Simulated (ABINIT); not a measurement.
# MgO (Fm-3m) in ABINIT: further runs

Aim: see how the results for MgO move with the level of theory and the settings. Levels: HCTH407, PBEsol, RPBE+D4, rPW86PBE, BP86. Tasks: band structure, equation of state.

All numbers are computed with ABINIT 10.8.3 (patched build); they aren't measurements. Logs are shortened: lines on timing, memory, paths and dates and some standing lists are left out, and cuts for length are marked. The log counts tension as positive stress, the text compression.

**Measured values to compare with.**

From “Electronic structure of alkaline earth and post-transition metal oxides”, 2009, arxiv:0908.1581, for a bulk crystal of MgO: band gap 7.83 eV.

The runs below are set against these values where they give the same quantity.

### 1 The crystal as given

Symmetry: Fm-3m, No. 225, cubic system. The conventional cell has a = 4.194 Å, b = 4.194 Å, c = 4.194 Å, α = 90.00°, β = 90.00°, γ = 90.00°. Mg (site symmetry m-3m) has 6 O at 2.10 Å as nearest neighbours. O (site symmetry m-3m) is surrounded by 6 Mg at 2.10 Å.

The cell is a database's computed one.

### 2 Band structure, HCTH407

run.abi

```
ndtset 2

pp_dirpath "./"
pseudos "Mg.GGA_PBE-JTH.xml, O.GGA_PBE-JTH.xml"

acell 3*1.0 Angstrom
rprim
     0.0000000000     2.0970013927     2.0970013927
     2.0970013927     0.0000000000     2.0970013927
     2.0970013927     2.0970013927     0.0000000000
ntypat 2
znucl 12 8
natom 2
typat 1 2
xred
     0.0000000000     0.0000000000     0.0000000000
     0.5000000000     0.5000000000     0.5000000000

ecut 23.0
pawecutdg 45.0

ixc 27

occopt 3
tsmear 0.05 eV

nstep 100

iomode 3
prtwf 0
prteig 0
prtebands 0
enunit 1
prtden1 1

kptopt1 1
ngkpt1 11 11 11
nshiftk1 1
shiftk1 0.0 0.0 0.0
nband1 12
tolvrs1 1.0e-9

iscf2 -2
getden2 1
nband2 18
nbdbuf2 4
tolwfr2 1.0e-11
kptopt2 -9
ndivsm2 6
prteig2 1
prtvol2 -3
kptbounds2
     0.0000000000     0.0000000000     0.0000000000
     0.5000000000     0.0000000000     0.5000000000
     0.5000000000     0.2500000000     0.7500000000
     0.3750000000     0.3750000000     0.7500000000
     0.0000000000     0.0000000000     0.0000000000
     0.5000000000     0.5000000000     0.5000000000
     0.6250000000     0.2500000000     0.6250000000
     0.5000000000     0.2500000000     0.7500000000
     0.5000000000     0.5000000000     0.5000000000
     0.3750000000     0.3750000000     0.7500000000
```

Potentials or basis: JTH PAW PBE v2.0.

Started as:

```console
abinit run.abi > log 2>&1
```

run.abo:

```text
.Version 10.8.3 of ABINIT
 DATASET    1 : space group Fm -3 m (#225); Bravais cF (face-center cubic)
================================================================================
 Values of the parameters that define the memory need for DATASET  1.
     intxc =       0    ionmov =       0      iscf =       7    lmnmax =       8
     lnmax =       4     mgfft =      27  mpssoang =       2    mqgrid =    3001
     natom =       2  nloc_mem =       2    nspden =       1   nspinor =       1
    nsppol =       1      nsym =      48    n1xccc =       1    ntypat =       2
    occopt =       3   xclevel =       2
       mpw =         670          nfft =       19683          nkpt =          56
 PAW method is used; the additional fine FFT grid is defined by:
   mgfftf=        36    nfftf =     46656
================================================================================
================================================================================

 DATASET    2 : space group Fm -3 m (#225); Bravais cF (face-center cubic)
================================================================================
 Values of the parameters that define the memory need for DATASET  2.
     intxc =       0    ionmov =       0      iscf =      -2    lmnmax =       8
     lnmax =       4     mgfft =      27  mpssoang =       2    mqgrid =    3001
     natom =       2  nloc_mem =       2    nspden =       1   nspinor =       1
    nsppol =       1      nsym =      48    n1xccc =       1    ntypat =       2
    occopt =       3   xclevel =       2
       mpw =         670          nfft =       19683          nkpt =         103
 PAW method is used; the additional fine FFT grid is defined by:
   mgfftf=        36    nfftf =     46656
================================================================================
================================================================================

--------------------------------------------------------------------------------
------------- Echo of variables that govern the present computation ------------
--------------------------------------------------------------------------------
 -outvars: echo values of preprocessed input variables --------
            acell      1.8897261259E+00  1.8897261259E+00  1.8897261259E+00 Bohr
              amu      2.43050000E+01  1.59994000E+01
             ecut      2.30000000E+01 Hartree
           enunit           1
           getden1          0
           getden2          1
             iscf1          7
             iscf2         -2
              ixc          27
           jdtset        1    2
           kptopt1          1
           kptopt2         -9
         kptrlatt       11    0    0      0   11    0      0    0   11
          kptrlen1     6.16460521E+01
          kptrlen2     3.00000000E+01
            natom           2
            nband1         12
            nband2         18
           nbdbuf1          0
           nbdbuf2          4
           ndtset           2
[... 1025 lines left out ...]
...

 Integrated electronic density in atomic spheres:
 ------------------------------------------------
 Atom  Sphere_radius  Integrated_density
    1        1.90158          8.28903746
    2        1.41465          4.64911431

================================================================================

 ----iterations are completed or convergence reached----

 Mean square residual over all n,k,spin=   32.581E-13; max=  99.873E-13
 reduced coordinates (array xred) for    2 atoms
       0.000000000000      0.000000000000      0.000000000000
       0.500000000000      0.500000000000      0.500000000000

 cartesian coordinates (angstrom) at end:
    1      0.00000000000000     0.00000000000000     0.00000000000000
    2      2.09700139270000     2.09700139270000     2.09700139270000
 length scales=  1.889726125908  1.889726125908  1.889726125908 bohr
              =  1.000000000000  1.000000000000  1.000000000000 angstroms
 Eigenvalues (   eV  ) for nkpt= 103  k points:
 kpt#   1, nband= 18, wtk=  1.00000, kpt=  0.0000  0.0000  0.0000 (reduced coord)
 -67.60746  -34.25198  -34.25198  -34.25198  -11.85767    5.49115    5.49115    5.49115
  10.82262   21.83236   21.83236   21.83236   25.84029   27.38729   27.38729   30.86585
  30.86585   30.86585
 kpt#   2, nband= 18, wtk=  1.00000, kpt=  0.0294  0.0000  0.0294 (reduced coord)
 -67.60737  -34.25264  -34.25221  -34.25221  -11.84521    5.42355    5.47767    5.47767
  10.90019   21.62398   21.86469   21.86469   26.10744   27.17850   27.41393   30.90561
  30.90561   31.04719
 kpt#   3, nband= 18, wtk=  1.00000, kpt=  0.0588  0.0000  0.0588 (reduced coord)
 -67.60707  -34.25457  -34.25288  -34.25288  -11.80822    5.23351    5.43802    5.43802
  11.12056   21.11598   21.96012   21.96012   26.65028   26.79179   27.49373   31.02528
  31.02528   31.49311
 kpt#   4, nband= 18, wtk=  1.00000, kpt=  0.0882  0.0000  0.0882 (reduced coord)
 -67.60662  -34.25773  -34.25398  -34.25398  -11.74789    4.95068    5.37430    5.37430
  11.45417   20.48131   22.11398   22.11398   25.95306   27.62637   27.72028   31.22578
  31.22578   32.05162
 kpt#   5, nband= 18, wtk=  1.00000, kpt=  0.1176  0.0000  0.1176 (reduced coord)
[... 381 lines left out ...]
  16.00407   18.17126   19.10470   23.78609   25.21353   29.64600   33.01736   34.60854
  34.94171   38.75110
 kpt# 101, nband= 18, wtk=  1.00000, kpt=  0.4000  0.4000  0.7000 (reduced coord)
 -67.59701  -34.31065  -34.29350  -34.26962  -10.37527    2.05509    2.91923    4.46974
  16.17760   18.15483   18.75828   24.01953   24.83518   30.08669   33.57865   34.40903
  34.64580   39.68364
 kpt# 102, nband= 18, wtk=  1.00000, kpt=  0.3875  0.3875  0.7250 (reduced coord)
 -67.59678  -34.30776  -34.29716  -34.27113  -10.35272    2.16552    2.78923    4.41638
  16.20195   18.13593   18.54454   24.21174   24.59052   30.62716   33.57477   34.35727
  34.61154   40.70969
 kpt# 103, nband= 18, wtk=  1.00000, kpt=  0.3750  0.3750  0.7500 (reduced coord)
 -67.59664  -34.30834  -34.29656  -34.27242  -10.34207    2.11208    2.87622    4.37333
  16.12746   17.94804   18.56577   24.35801   24.48437   31.23346   33.32176   34.09881
  34.93408   41.40499

== END DATASET(S) ==============================================================
================================================================================

 -outvars: echo values of variables after computation  --------
            acell      1.8897261259E+00  1.8897261259E+00  1.8897261259E+00 Bohr
           etotal1    -7.9987331984E+01
            fcart1    -0.0000000000E+00 -0.0000000000E+00 -0.0000000000E+00
                      -0.0000000000E+00 -0.0000000000E+00 -0.0000000000E+00
            rprim      0.0000000000E+00  2.0970013927E+00  2.0970013927E+00
                       2.0970013927E+00  0.0000000000E+00  2.0970013927E+00
                       2.0970013927E+00  2.0970013927E+00  0.0000000000E+00
           strten1    -3.1275678460E-04 -3.1275678460E-04 -3.1275678460E-04
                       0.0000000000E+00  0.0000000000E+00  0.0000000000E+00
           xangst      0.0000000000E+00  0.0000000000E+00  0.0000000000E+00
                       2.0970013927E+00  2.0970013927E+00  2.0970013927E+00
             xred      0.0000000000E+00  0.0000000000E+00  0.0000000000E+00
                       5.0000000000E-01  5.0000000000E-01  5.0000000000E-01
 Calculation completed.
```

It took 38 s on 1 thread of Arm Neoverse V1, shared host; peak memory 0.11 GiB.

What came out:

* Free energy: -2176.5662 eV
* Pressure: 9.2 GPa
* Band gap on the k mesh: 5.33 eV, direct
* Band gap along the path: 5.33 eV, direct
* Valence electrons inside the program's atomic spheres: Mg 8.29; O 4.65

Levels at the corners of the path, in eV from the valence-band top:
```csv
point,band 4,band 5,band 6,band 7,band 8,band 9,band 10,band 11,band 12,band 13
Γ,-39.74,-17.35,0.00,0.00,0.00,5.33,16.34,16.34,16.34,20.35
X,-39.77,-15.86,-3.95,-1.31,-1.31,9.64,10.69,13.67,19.77,19.77
W,-39.77,-15.80,-2.86,-2.86,-1.71,12.17,12.17,12.88,16.21,22.70
K,-39.76,-15.83,-3.38,-2.61,-1.12,10.64,12.46,13.07,18.87,18.99
Γ,-39.74,-17.35,0.00,0.00,0.00,5.33,16.34,16.34,16.34,20.35
L,-39.75,-16.07,-4.47,-0.65,-0.65,8.46,13.19,16.96,16.96,21.80
U,-39.76,-15.83,-3.38,-2.61,-1.12,10.64,12.46,13.07,18.87,18.99
W,-39.77,-15.80,-2.86,-2.86,-1.71,12.17,12.17,12.88,16.21,22.70
L,-39.75,-16.07,-4.47,-0.65,-0.65,8.46,13.19,16.96,16.96,21.80
K,-39.76,-15.83,-3.38,-2.61,-1.12,10.64,12.46,13.07,18.87,18.99
```

Caveat: the PAW data sets were made with another functional, which shifts forces and pressure a little.

### 3 Equation of state, PBEsol

run.abi

```
# Datasets: one volume each
ndtset 7
getwfk -1
scalecart1 3*0.9795861087
scalecart2 3*0.9864848297
scalecart3 3*0.9932883884
scalecart4 3*1.0000000000
scalecart5 3*1.0066227096
scalecart6 3*1.0131594038
scalecart7 3*1.0196128224

# Pseudopotentials
pp_dirpath "./"
pseudos "Mg.GGA_PBE-JTH.xml, O.GGA_PBE-JTH.xml"

# Structure
acell 2.9656078099 2.9656078099 2.9656078099 Angstrom
rprim
     0.0000000000     0.7071067812     0.7071067812
     0.7071067812     0.0000000000     0.7071067812
     0.7071067812     0.7071067812     0.0000000000
ntypat 2
znucl 12 8
natom 2
typat 1 2
xred
     0.0000000000     0.0000000000     0.0000000000
     0.5000000000     0.5000000000     0.5000000000

# Plane-wave basis
ecut 23.0
pawecutdg 45.0

# k points
kptopt 1
ngkpt 11 11 11
nshiftk 1
shiftk 0.0 0.0 0.0

# Exchange and correlation
ixc -116133

# Bands and occupations
nband 12
occopt 3
tsmear 0.00183747

# SCF cycle
nstep 100
tolvrs 1.0e-9

# Output
iomode 3
prtwf 1
prtden 0
prteig 0
prtebands 0
enunit 2
```

Potentials or basis: JTH PAW PBE v2.0.

Started as:

```console
abinit run.abi > log 2>&1
```

It took 1.8 min on 1 thread of Arm Neoverse V1, shared host; peak memory 0.13 GiB.

Results (log left out):

```
Equilibrium volume                      : 9.38 Å³/atom
Bulk modulus                            : 158 GPa
Pressure derivative of the bulk modulus : 4.1
```

Energy against volume, from the lowest point:
| volume (Å³/atom) | energy (meV/atom) |
| --- | --- |
| 8.668 | 30.59 |
| 8.853 | 16.24 |
| 9.037 | 6.66 |
| 9.221 | 1.37 |
| 9.406 | 0.00 |
| 9.590 | 2.15 |
| 9.775 | 7.47 |

Caveat: pressures at fixed basis lie under the slope of the energies; the PAW data sets were made with another functional, which shifts forces and pressure a little.

### 4 Equation of state, RPBE+D4

run.py

```python
import json, os
import numpy as np
from ase.eos import EquationOfState
from ase.units import GPa
from ase.calculators.mixing import SumCalculator
from dftd4.ase import DFTD4
from ase.calculators.abinit import Abinit, AbinitProfile
from ase import Atoms

atoms = Atoms(['Mg', 'O'],
              cell=[[0.0, 2.0970013927, 2.0970013927], [2.0970013927, 0.0, 2.0970013927], [2.0970013927, 2.0970013927, 0.0]],
              scaled_positions=[[0.0, 0.0, 0.0], [0.5, 0.5, 0.5]],
              pbc=True)

profile = AbinitProfile(command='abinit', pp_paths=[os.path.abspath('pseudos')])
params = dict(
    pps='pawxml', xc='PBE',
    ecut=625.8619,
    pawecutdg=1224.5124,
    kptopt=1,
    ngkpt=[11, 11, 11],
    nshiftk=1,
    shiftk=[0.0, 0.0, 0.0],
    ixc=15,
    nband=12,
    occopt=3,
    tsmear=0.05,
    nstep=100,
    tolvrs=1e-09,
    prtwf=0,
    prtden=0,
)

cell0 = atoms.cell.copy()
volumes, energies = [], []
for i, x in enumerate([0.94, 0.96, 0.98, 1.0, 1.02, 1.04, 1.06]):
    atoms.set_cell(cell0 * x ** (1 / 3), scale_atoms=True)
    atoms.calc = SumCalculator([Abinit(profile=profile, directory=f'v{i}', **params), DFTD4(method='rpbe')])
    volumes.append(atoms.get_volume() / len(atoms))
    dft, disp = atoms.calc.mixer.calcs
    energies.append((dft.get_property('free_energy', atoms) + disp.get_property('energy', atoms)) / len(atoms))
    print(f'{x:5.2f} {volumes[-1]:10.5f} A^3/atom {energies[-1]:14.6f} eV/atom', flush=True)
    json.dump(dict(volumes=volumes, energies=energies), open('results.json', 'w'))
v0, e0, b0 = EquationOfState(volumes, energies, eos='sjeos').fit()
print(f'V0 {v0:.4f} A^3/atom  E0 {e0:.6f} eV/atom  B0 {b0 / GPa:.2f} GPa')
```

Started as:

```console
python run.py
```

Run time: 2.2 min. Hardware: 1 thread of Arm Neoverse V1, shared host; peak memory 0.11 GiB.

It converged, with:

```
Equilibrium volume                      : 9.46 Å³/atom
Bulk modulus                            : 147 GPa
Pressure derivative of the bulk modulus : 5.1 (rough: it moves with the points fitted)
```

Energy against volume, from the lowest point:
| volume (Å³/atom) | energy (meV/atom) |
| --- | --- |
| 8.668 | 36.26 |
| 8.853 | 20.29 |
| 9.037 | 9.50 |
| 9.221 | 2.78 |
| 9.406 | 0.00 |
| 9.590 | 0.58 |
| 9.775 | 4.31 |

Caveat: pressures at fixed basis lie under the slope of the energies; the log and the count of SCF iterations are those of the last ABINIT call alone; the PAW data sets were made with another functional, which shifts forces and pressure a little.

### 5 Equation of state, rPW86PBE

run.abi, as its differences from that of step 3:

```diff
@@ -16,7 +16,7 @@
 # Structure
-acell 2.9656078099 2.9656078099 2.9656078099 Angstrom
+acell 3*1.0 Angstrom
 rprim
-     0.0000000000     0.7071067812     0.7071067812
-     0.7071067812     0.0000000000     0.7071067812
-     0.7071067812     0.7071067812     0.0000000000
+     0.0000000000     2.0970013927     2.0970013927
+     2.0970013927     0.0000000000     2.0970013927
+     2.0970013927     2.0970013927     0.0000000000
 ntypat 2
@@ -40,3 +40,3 @@
 # Exchange and correlation
-ixc -116133
+ixc -144130
 
@@ -45,3 +45,3 @@
 occopt 3
-tsmear 0.00183747
+tsmear 0.05 eV
```

Started as:

```console
abinit run.abi > log 2>&1
```

It took 1.8 min on 1 thread of Arm Neoverse V1, shared host; peak memory 0.13 GiB.

The run converged. Its results:

| Property | Result |
| --- | --- |
| Equilibrium volume | 9.82 Å³/atom (rough: see the caveat) |
| Bulk modulus | 145 GPa (rough) |

Energy against volume, from the lowest point:
| volume (Å³/atom) | energy (meV/atom) |
| --- | --- |
| 8.668 | 75.49 |
| 8.853 | 51.36 |
| 9.037 | 32.46 |
| 9.221 | 18.26 |
| 9.406 | 8.40 |
| 9.590 | 2.44 |
| 9.775 | 0.00 |

Caveat: pressures at fixed basis lie under the slope of the energies; the minimum lies outside the volumes run; the PAW data sets were made with another functional, which shifts forces and pressure a little.

(Part 1 of 2 ends here.)
